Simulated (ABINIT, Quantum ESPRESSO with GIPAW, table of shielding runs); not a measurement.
# KBr in space group Pm-3m: GIPAW and the converse approach side by side, part 2 of 2

Wanted: shieldings of KBr in space group Pm-3m from two unrelated programs, to see how far they agree and what the ZORA terms of the valence add.

ABINIT 10.8.3 and Quantum ESPRESSO with GIPAW.

So far: The structure; GIPAW: ground state; GIPAW: response.

### Step 4. Converse method: dipole on Br1; PBE, zora 0, 19 Ha, 4×4×4 (shifted)

Level of this step: DFT, PBE, plane-wave PAW (JTH 2.0), scalar-relativistic datasets, non-relativistic dipole terms (zora 0), shielding from the orbital moment that a nuclear dipole induces (ABINIT).

A nuclear dipole of one atomic unit is put on one atom. The ground state with the dipole is followed by the k-derivatives of the wave functions, and the induced orbital moment, with its sign turned, is the shielding tensor applied to the dipole's direction; the site's symmetry gives the rest. The dipole breaks time reversal, so the whole zone is sampled. JTH 2.0 datasets hold the cores' Lamb term.

run.abi

```
ndtset 2
acell 3*1.0 Angstrom
rprim
  4.04349900 0.00000000 0.00000000
  0.00000000 4.04349900 0.00000000
  0.00000000 0.00000000 4.04349900
natom 2
ntypat 2
znucl 35 19
typat 1 2
xred
  0.50000000 0.50000000 0.50000000
  0.00000000 0.00000000 0.00000000
pseudos "Br_PBE_JTH.xml, K_PBE_JTH.xml"
ecut 19
pawecutdg 38
pawovlp -1
kptopt 3
ngkpt 4 4 4
nshiftk 1
shiftk 0.5 0.5 0.5
nband 8
occopt 1
nsym 1
symmorphi 0
istwfk *1
chkprim 0
chksymbreak 0
chksymtnons 0
optforces 0
optstress 0
pawcpxocc 2
usexcnhat 0
paral_atom 0
paral_kgb 0
prtden 0
prteig 0
prtebands 0
prtgsr 0
natnd 1
iatnd 1
atndlist 1 0 0
tolvrs1 1d-14
nstep1 50
rfddk2 1
rfdir2 1 1 1
iscf2 -3
getwfk2 -1
orbmag2 2
tolwfr2 1d-18
nstep2 30
prtwf2 0
```

Run with:

```console
> abinit run.abi > log
```

Numbers of over 12 decimals in the logs are rounded to 6 here.

The log of the run:

```text
DATASET    1 : space group P1 (#  1); Bravais aP (primitive triclinic)
[...]
Values of the parameters that define the memory need for DATASET  1.
     intxc =       0    ionmov =       0      iscf =      17    lmnmax =      13
     lnmax =       5     mgfft =      30  mpssoang =       3    mqgrid =    3001
     natom =       2  nloc_mem =       2    nspden =       1   nspinor =       1
    nsppol =       1      nsym =       1    n1xccc =       1    ntypat =       2
    occopt =       1   xclevel =       2
       mpw =        1788          nfft =       27000          nkpt =          64
 PAW method is used; the additional fine FFT grid is defined by:
   mgfftf=        45    nfftf =     91125
[...]
DATASET    2 : space group P1 (#  1); Bravais aP (primitive triclinic)
[...]
Values of the parameters that define the memory need for DATASET  2 (RF).
     intxc =       0      iscf =      -3    lmnmax =      13     lnmax =       5
     mgfft =      30  mpssoang =       3    mqgrid =    3001     natom =       2
  nloc_mem =       2    nspden =       1   nspinor =       1    nsppol =       1
      nsym =       1    n1xccc =       1    ntypat =       2    occopt =       1
   xclevel =       2
      nfft =       27000          nkpt =          64
[...]
acell      1.8897261259E+00  1.8897261259E+00  1.8897261259E+00 Bohr
              amu      7.99040000E+01  3.90983000E+01
         atndlist      1.0000000000E+00  0.0000000000E+00  0.0000000000E+00
[...]
ecut      1.90000000E+01 Hartree
           getwfk1          0
           getwfk2         -1
            iatnd        1    0
             iscf1         17
             iscf2         -3
              ixc     -101130
           jdtset        1    2
     [kpt list left out]
           kptopt           3
         kptrlatt        4    0    0      0    4    0      0    0    4
[...]
natnd           1
            natom           2
            nband           8
           ndtset           2
            ngfft          30      30      30
          ngfftdg          45      45      45
             nkpt          64
            nstep1         50
            nstep2         30
             nsym           1
           ntypat           2
        nucdipmom      1.0000000000E+00  0.0000000000E+00  0.0000000000E+00
[...]
occ      2.000000  2.000000  2.000000  2.000000  2.000000  2.000000
[...]
optforces           0
        optstress           0
           orbmag1          0
           orbmag2          2
        pawcpxocc           2
        pawecutdg      3.80000000E+01 Hartree
          pawovlp     -1.0000000000E+00
[...]
rfddk1          0
            rfddk2          1
            rprim      4.0434990000E+00  0.0000000000E+00  0.0000000000E+00
[...]
shiftk      5.00000000E-01  5.00000000E-01  5.00000000E-01
          spgroup           1
        symmorphi           0
           tolvrs1     1.00000000E-14
           tolvrs2     0.00000000E+00
           tolwfr1     0.00000000E+00
           tolwfr2     1.00000000E-18
            typat      1  2
        usexcnhat           0
           useylm           1
     [wtk list left out]
[...]
xred      5.0000000000E-01  5.0000000000E-01  5.0000000000E-01
[...]
znucl       35.00000   19.00000
[...]
dimensions: {natom: 2, nkpt: 64, mband: 8, nsppol: 1, nspinor: 1, nspden: 1, mpw: 1788, }
cutoff_energies: {ecut:  19.0, pawecutdg:  38.0, }
electrons: {nelect:   1.60000000E+01, charge:   0.00000000E+00, occopt:   1.00000000E+00, tsmear:   1.00000000E-02, }
[...]
Unit cell volume ucvol=  4.4613739E+02 bohr^3
[...]
Coarse grid specifications (used for wave-functions):
[...]
Fine grid specifications (used for densities):
[...]
6.84131910E+02                                ecore*ucvol(ha*bohr**3)
[...]
solver: {iscf: 17, nstep: 50, nline: 4, wfoptalg: 10, }
tolerances: {tolvrs: 1.00E-14, }
[...]
ETOT  1  -42.168497516277    -4.217E+01 1.084E-01 1.061E+00
 ETOT  2  -42.246756113103    -7.826E-02 6.473E-05 3.862E-01
 ETOT  3  -42.245496850428     1.259E-03 6.748E-06 1.265E-01
 ETOT  4  -42.245102532572     3.943E-04 2.348E-05 1.369E-02
 ETOT  5  -42.245117902666    -1.537E-05 1.037E-05 1.688E-03
 ETOT  6  -42.245135230417    -1.733E-05 3.047E-07 5.856E-04
 ETOT  7  -42.245134773070     4.573E-07 1.316E-07 2.259E-05
 ETOT  8  -42.245135211688    -4.386E-07 6.833E-09 3.953E-06
 ETOT  9  -42.245135202195     9.493E-09 3.380E-10 1.794E-07
 ETOT 10  -42.245135203681    -1.486E-09 3.688E-11 4.524E-08
 ETOT 11  -42.245135203723    -4.199E-11 2.311E-12 1.021E-09
 ETOT 12  -42.245135203737    -1.452E-11 8.219E-14 4.603E-10
 ETOT 13  -42.245135203738    -1.492E-13 1.682E-14 2.132E-11
 ETOT 14  -42.245135203738    -9.237E-14 2.098E-15 1.715E-12
 ETOT 15  -42.245135203738    -2.061E-13 7.503E-16 4.693E-13
 ETOT 16  -42.245135203738     1.634E-13 6.479E-17 5.718E-14
 ETOT 17  -42.245135203738     2.842E-14 6.408E-18 1.207E-14
[...]
f-sum rule ratio=    1.0165886893E+00
 Expectation of eigenvalue derivatives (hartree) for nkpt=  64  k points:
  (in case of degenerate eigenvalues, averaged derivative)
 [levels by k-point left out]

 Nine components of 2nd-order total energy (hartree) are
 1,2,3: 0th-order hamiltonian combined with 1st-order wavefunctions
     kin0=   1.98834506E+01 eigvalue=   2.94711920E+00  local=  -1.53167729E+01  nclr dpl0=  -4.50727708E-08
 4,5,6: 1st-order hamiltonian combined with 1st and 0th-order wfs
     kin1=  -2.19959424E+01  Hartree=   0.00000000E+00     xc=   0.00000000E+00  nclr dpl1=   0.00000000E+00
 7,8,9: eventually, occupation + non-local contributions
    edocc=   0.00000000E+00     enl0=   2.49927658E+00   enl1=   1.80313911E+00
 10: eventually, PAW "on-site" Hxc contribution: epaw1=   0.00000000E+00
 1-10 gives the relaxation energy (to be shifted if some occ is /=2.0)
   erelax=  -1.01797298E+01
 11 Contribution from 1st-order change of wavefunctions overlap
 eovl1 =  -8.33281411E-02
  No Ewald or frozen-wf contrib.: the relaxation energy is the total one
 2DEtotal=   -0.1017972978E+02 Ha. Also 2DEtotal=   -0.277004559026E+03 eV
    (  non-var. 2DEtotal :   -1.0179729782E+01 Ha)
[...]
symkpt : not enough symmetry to change the number of k points.

 Initialisation of the first-order wave-functions :
  ireadwf=   0
[...]
solver: {iscf: -3, nstep: 30, nline: 4, wfoptalg: 10, }
tolerances: {tolwfr: 1.00E-18, }
[...]
At SCF step   11   max residual=  9.91E-19 < tolwfr=  1.00E-18 =>converged.
[...]
----iterations are completed or convergence reached----
[...]
f-sum rule ratio=    1.0165886103E+00
 Expectation of eigenvalue derivatives (hartree) for nkpt=  64  k points:
  (in case of degenerate eigenvalues, averaged derivative)
 [levels by k-point left out]

 Nine components of 2nd-order total energy (hartree) are
 1,2,3: 0th-order hamiltonian combined with 1st-order wavefunctions
     kin0=   1.98834681E+01 eigvalue=   2.94711905E+00  local=  -1.53167826E+01  nclr dpl0=  -1.96822674E-07
 4,5,6: 1st-order hamiltonian combined with 1st and 0th-order wfs
     kin1=  -2.19959407E+01  Hartree=   0.00000000E+00     xc=   0.00000000E+00  nclr dpl1=   1.27808511E-09
 7,8,9: eventually, occupation + non-local contributions
    edocc=   0.00000000E+00     enl0=   2.49927271E+00   enl1=   1.80313048E+00
 10: eventually, PAW "on-site" Hxc contribution: epaw1=   0.00000000E+00
 1-10 gives the relaxation energy (to be shifted if some occ is /=2.0)
   erelax=  -1.01797331E+01
 11 Contribution from 1st-order change of wavefunctions overlap
 eovl1 =  -8.33279959E-02
  No Ewald or frozen-wf contrib.: the relaxation energy is the total one
 2DEtotal=   -0.1017973310E+02 Ha. Also 2DEtotal=   -0.277004649314E+03 eV
    (  non-var. 2DEtotal :   -1.0179733100E+01 Ha)
[...]
symkpt : not enough symmetry to change the number of k points.

 Initialisation of the first-order wave-functions :
  ireadwf=   0
[...]
solver: {iscf: -3, nstep: 30, nline: 4, wfoptalg: 10, }
tolerances: {tolwfr: 1.00E-18, }
[...]
ETOT  2  -10.179573274365     -2.568E-02 1.887E-04 0.000E+00
 ETOT  3  -10.179731743758     -1.585E-04 5.783E-07 0.000E+00
 ETOT  4  -10.179733086990     -1.343E-06 1.746E-08 0.000E+00
 ETOT  5  -10.179733101067     -1.408E-08 1.934E-10 0.000E+00
 ETOT  6  -10.179733101246     -1.791E-10 2.859E-12 0.000E+00
 ETOT  7  -10.179733101249     -2.814E-12 1.235E-13 0.000E+00
 ETOT  8  -10.179733101249     -1.599E-14 1.642E-15 0.000E+00
 ETOT  9  -10.179733101249     -2.309E-14 8.041E-17 0.000E+00
 ETOT 10  -10.179733101249      5.329E-15 1.079E-18 0.000E+00
 ETOT 11  -10.179733101249      0.000E+00 9.914E-19 0.000E+00

 At SCF step   11   max residual=  9.91E-19 < tolwfr=  1.00E-18 =>converged.
[...]
----iterations are completed or convergence reached----
[...]
f-sum rule ratio=    1.0165886102E+00
 Expectation of eigenvalue derivatives (hartree) for nkpt=  64  k points:
  (in case of degenerate eigenvalues, averaged derivative)
 [levels by k-point left out]

 Nine components of 2nd-order total energy (hartree) are
 1,2,3: 0th-order hamiltonian combined with 1st-order wavefunctions
     kin0=   1.98834681E+01 eigvalue=   2.94711905E+00  local=  -1.53167826E+01  nclr dpl0=  -1.96822674E-07
 4,5,6: 1st-order hamiltonian combined with 1st and 0th-order wfs
     kin1=  -2.19959407E+01  Hartree=   0.00000000E+00     xc=   0.00000000E+00  nclr dpl1=   1.27808539E-09
 7,8,9: eventually, occupation + non-local contributions
    edocc=   0.00000000E+00     enl0=   2.49927271E+00   enl1=   1.80313048E+00
 10: eventually, PAW "on-site" Hxc contribution: epaw1=   0.00000000E+00
 1-10 gives the relaxation energy (to be shifted if some occ is /=2.0)
   erelax=  -1.01797331E+01
 11 Contribution from 1st-order change of wavefunctions overlap
 eovl1 =  -8.33279958E-02
  No Ewald or frozen-wf contrib.: the relaxation energy is the total one
 2DEtotal=   -0.1017973310E+02 Ha. Also 2DEtotal=   -0.277004649299E+03 eV
    (  non-var. 2DEtotal :   -1.0179733100E+01 Ha)
[...]
Orbital magnetic moment computed with DFPT derivative wavefunctions

 Orbital magnetic moment, Cartesian directions :
 -2.64793616E-03  1.20498442E-09 -2.67077438E-09

 Chern vector, Cartesian directions :
 -2.66693525E-06  5.59847158E-12  6.45953916E-12

 Orbital magnetic moment, term-by-term breakdown :
     rho(1) CC :  -4.69855289E-04  1.34694033E-09 -2.36141527E-09
    rho(1) VV1 :  -1.12652012E-04 -3.74034093E-11  1.87935233E-11
    rho(1) VV2 :   1.54637347E-06 -1.50144892E-12 -2.88068130E-12
     rho(0) NL :   1.49359677E-03 -2.01316776E-10 -3.77915599E-11
   <L_R> terms :  -4.65222513E-04  9.82654323E-11 -2.87480499E-10
 <A0.An> terms :   8.06149732E-06  2.90533538E-16  1.11319084E-16
    Lamb terms :  -3.10341098E-03  0.00000000E+00  0.00000000E+00
 Chern vector, term-by-term breakdown :
  Ch CC :  -3.08290169E-06  5.40395454E-12  6.55808537E-12
 Ch vv1 :   4.15966440E-07  1.94517036E-13 -9.85462107E-14
 Ch vv2 :  -5.82335151E-22 -6.89122929E-22 -1.49574115E-21
[...]
---- first-order wavefunction calculations are completed ----

 respfn : d/dk was computed, but no 2DTE, so no DDB output.

== END DATASET(S) ==

[key lines of the parts left out:]
Total energy DC (eV): -8.73137610841589E+04
```

It took 5 min on 1 thread of Arm Neoverse V2, shared host; peak memory 0.25 GiB.

Along the dipole the shielding is 2647.9 ppm. The Chern vector, which should vanish, has length 2.7e-06. In mesh series on salts like this, lengths over 2.5e-7 went with errors from several ppm on light ions to many hundreds on heavy ones, so the run counts as not converged.

### Step 5. Converse method: dipole on Br1; PBE, zora 3, 19 Ha, 4×4×4 (shifted)

Against a zora 0 run on the same mesh, two-component wave functions with spin-orbit coupling and the ZORA dipole terms are switched on, to see what they add.

run.abi: that of step 4 with these lines changed.

```diff
@@ -21,4 +21,6 @@
 shiftk 0.5 0.5 0.5
-nband 8
+nband 16
 occopt 1
+zora 3
+nspinor 2
 nsym 1
```

Run with:

```console
> abinit run.abi > log
```

The log of the run:

```text
[... set-up and SCF cycles left out ...]

 Orbital magnetic moment computed with DFPT derivative wavefunctions

 Orbital magnetic moment, Cartesian directions :
 -2.64099953E-03  1.90960243E-10 -5.73456382E-10

 Chern vector, Cartesian directions :
 -1.88553586E-06 -1.89619904E-12  4.31140049E-12

 Orbital magnetic moment, term-by-term breakdown :
     rho(1) CC :  -3.81175361E-04  8.05457852E-11 -2.24201789E-10
    rho(1) VV1 :  -9.15197873E-05 -6.96948843E-12  2.71889822E-12
    rho(1) VV2 :   1.11338094E-06 -5.27907727E-13  1.58901691E-12
     rho(0) NL :   1.38558846E-03  3.84618174E-11 -2.69906372E-10
   <L_R> terms :  -4.59659847E-04  7.94500720E-11 -8.36563456E-11
 <A0.An> terms :   8.06461389E-06 -3.59168899E-17  2.09355525E-16
    Lamb terms :  -3.10341098E-03  0.00000000E+00  0.00000000E+00
 Chern vector, term-by-term breakdown :
  Ch CC :  -2.21612190E-06 -1.92961554E-12  4.32341440E-12
 Ch vv1 :   3.30586032E-07  3.34165033E-14 -1.20139097E-14
 Ch vv2 :  -1.85288457E-22  3.26516584E-23 -1.12594725E-23
[...]
---- first-order wavefunction calculations are completed ----

 respfn : d/dk was computed, but no 2DTE, so no DDB output.

== END DATASET(S) ==
```

Elapsed: 21 min, on 1 thread; peak memory 0.5 GiB.

Along the dipole the shielding is 2641.0 ppm. The Chern vector, which should vanish, has length 1.9e-06. In mesh series on salts like this, lengths over 2.5e-7 went with errors from several ppm on light ions to many hundreds on heavy ones, so the run counts as not converged.

### Step 6. Converse method: dipole on Br1; LDA, zora 0, 19 Ha, 4×4×4 (shifted)

Against the PBE run at zora 0 on the same mesh, the functional is changed.

run.abi: that of step 5 with these lines changed.

```diff
@@ -13,3 +13,3 @@
   0.00000000 0.00000000 0.00000000
-pseudos "Br_PBE_JTH.xml, K_PBE_JTH.xml"
+pseudos "Br_LDA_JTH.xml, K_LDA_JTH.xml"
 ecut 19
@@ -21,6 +21,4 @@
 shiftk 0.5 0.5 0.5
-nband 16
+nband 8
 occopt 1
-zora 3
-nspinor 2
 nsym 1
```

Run with:

```console
> abinit run.abi > log
```

The log of the run:

```text
[... set-up and SCF cycles left out ...]

 Orbital magnetic moment computed with DFPT derivative wavefunctions

 Orbital magnetic moment, Cartesian directions :
 -2.58943567E-03 -1.21400444E-09  3.80583476E-10

 Chern vector, Cartesian directions :
 -3.96085539E-06 -6.44850529E-12 -2.82293830E-12

 Orbital magnetic moment, term-by-term breakdown :
     rho(1) CC :  -4.52083433E-04 -3.00816474E-10 -8.10983056E-11
    rho(1) VV1 :  -1.11595483E-04  3.69186776E-11 -3.66485520E-11
    rho(1) VV2 :   1.51865098E-06 -1.58772595E-12  5.74520101E-12
     rho(0) NL :   1.52729527E-03 -6.37309688E-10  2.49567180E-10
   <L_R> terms :  -4.61715063E-04 -3.11209460E-10  2.43018288E-10
 <A0.An> terms :   7.78109956E-06  2.29297092E-16 -3.36361560E-16
    Lamb terms :  -3.10063671E-03  0.00000000E+00  0.00000000E+00
 Chern vector, term-by-term breakdown :
  Ch CC :  -4.39087528E-06 -6.25595504E-12 -3.01191171E-12
 Ch vv1 :   4.30019899E-07 -1.92550252E-13  1.88973406E-13
 Ch vv2 :  -5.29395592E-23  1.77146611E-22 -4.27512631E-22
[...]
---- first-order wavefunction calculations are completed ----

 respfn : d/dk was computed, but no 2DTE, so no DDB output.

== END DATASET(S) ==
```

Wall time 4.8 min (1 thread); peak memory 0.24 GiB.

Along the dipole the shielding is 2589.4 ppm. The Chern vector, which should vanish, has length 4.0e-06. In mesh series on salts like this, lengths over 2.5e-7 went with errors from several ppm on light ions to many hundreds on heavy ones, so the run counts as not converged.

### Step 7. All levels side by side

The runs with the dipole on the other atom differ from those above in iatnd alone.

| level | dipole on | shielding along it (ppm) | Chern vector |
| --- | --- | --- | --- |
| PBE, zora 0, 19 Ha, 4×4×4 (shifted) | Br1 | 2647.9 | 2.7e-06 |
| PBE, zora 0, 19 Ha, 4×4×4 (shifted) | K2 | 1177.4 | 4.1e-08 |
| PBE, zora 3, 19 Ha, 4×4×4 (shifted) | Br1 | 2641.0 | 1.9e-06 |
| PBE, zora 3, 19 Ha, 4×4×4 (shifted) | K2 | 1176.4 | 2.0e-07 |
| LDA, zora 0, 19 Ha, 4×4×4 (shifted) | Br1 | 2589.4 | 4.0e-06 |
| LDA, zora 0, 19 Ha, 4×4×4 (shifted) | K2 | 1154.6 | 6.8e-08 |

Isotropic shieldings in ppm, all without the macroscopic shape term. Core time is summed over the runs of a row, on shared hosts.

| method | functional | relativity | cutoff | mesh | core time | σ Br1 | σ K2 |
| --- | --- | --- | --- | --- | --- | --- | --- |
| GIPAW (in doubt) | PBE | scalar | 65 Ry | 4×4×4 | 3.6 min | 2478.0 | 1172.0 |
| converse (too coarse for a site) | PBE | zora 0 | 19 Ha | 4×4×4, shifted | 10 min | 2647.9 | 1177.4 |
| converse (too coarse for a site) | PBE | zora 3 | 19 Ha | 4×4×4, shifted | 41 min | 2641.0 | 1176.4 |
| converse (too coarse for a site) | LDA | zora 0 | 19 Ha | 4×4×4, shifted | 9.6 min | 2589.4 | 1154.6 |

### Step 8. What came out

| Item | Value |
| --- | --- |
| σ_iso of 81Br (Br1), GIPAW, in doubt | 2478.0 ppm |
| σ_iso of 81Br (Br1), converse, zora 0, not converged | 2647.9 ppm |
| σ_iso of 39K (K2), GIPAW, in doubt | 1172.0 ppm |
| σ_iso of 39K (K2), converse, zora 0 | 1177.4 ppm |

On the one mesh run at this cutoff the Chern vector is over 2.5e-7 for the dipole on Br1, so the converse value there is not converged with mesh or cutoff. The converse values lie +169.9 ppm (Br1) and +5.4 ppm (K2) from GIPAW's, which are in doubt themselves. The two sets of PAW files freeze different cores on Br1 (2721 against 3103 ppm), so valence and core share the total differently. GIPAW's own mesh and cutoff were not varied. Going from zora 0 to zora 3 on the same mesh moves Br1 by -6.9 ppm and K2 by -1.1 ppm, at 4.1 times the cost. These runs aren't converged for every site and their mesh errors needn't cancel. That step holds the scalar ZORA dipole terms as well as spin-orbit coupling, for the valence alone: the frozen cores keep their Lamb term, so their own relativistic and spin response is missing. The spin response has no exchange-correlation kernel (nspden 1). LDA in place of PBE moves Br1 by -58.5 ppm and K2 by -22.8 ppm. The mesh is too coarse for a site at least, so part of that may be mesh error. The GIPAW run fails our soundness test (its mesh may be too coarse for these ions, by the f-sum rule or their weight), so its values are no yardstick here and agreement or difference proves little. GIPAW's log warns of levels that differ between two diagonalisations, on empty bands alone, which the response doesn't use. GIPAW's log counts at most 2 levels as not converged, no more than its empty bands; which ones isn't printed. pw.x replaced augmentation functions and says that this moves results, a possible part of the difference between the programs. This build of gipaw.x prints that it isn't audited and that its numbers are no references by themselves. Atoms are fixed at the given structure, with no thermal motion. The shape term of a sphere, left out, would add about 9 ppm to every shielding, by GIPAW's valence susceptibility. The CsCl type is a high-pressure form for this salt, here at the volume of its database entry.

[Banner, clock, file and dataset-listing lines were taken out of the logs.]

[Logs are printed without paths, hosts, clocks, repeated set-up lines and the standing remarks that a program may print on its own settings, such as how far it seeks lower states.]

[Hosts, paths, dates, database ids (printed as entryN), source tags and the programs' standing remarks are cut or masked in the printed files.]
